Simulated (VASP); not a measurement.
Sn, 2 atoms in the cell. Symmetry: I4_1/amd, No. 141, tetragonal system. Conventional cell: a = 6.071 Å, b = 6.071 Å, c = 3.254 Å, α = 90.00°, β = 90.00°, γ = 90.00°. Sn (site symmetry -4m2) has 6 Sn at 3.14 to 3.25 Å as nearest neighbours.  The cell isn't the ideal one: a relaxed cell with its volume scaled by 1.06.

```yaml
Program: VASP 6.6.1
Task: relaxation of shape and atoms at fixed volume
Functional: PBE
Potentials_or_basis: VASP PAW PBE potentials, release 64 (Sn)
Cutoff: 300 eV
k_mesh: 6 × 6 × 6
Occupations: gaussian, width 0.03 eV
Spin: no spin polarisation
Further_INCAR_settings: ALGO = Normal; EDIFF = 1e-07; IBRION = 2; EDIFFG = -0.01; NSW = 40; ISIF = 4
```

Potentials or basis: VASP PAW PBE potentials, release 64 (Sn).

Run with:

```console
$ cat potpaw_PBE.64/Sn/POTCAR > POTCAR
$ mpirun -np 1 vasp_std > vasp.out
```

Hardware: 1 thread of Intel(R) Xeon(R) Platinum 8259CL CPU @ 2.50GHz (Skylake/Cascade Lake), with other jobs on the host.

Q: How long does it take, and how much memory?

A: Wall time 9.9 s on 1 thread of Intel(R) Xeon(R) Platinum 8259CL CPU @ 2.50GHz (Skylake/Cascade Lake), on a shared host, peak memory 0.15 GiB. Counts: scf iterations 11, k points 30, ion steps 1.
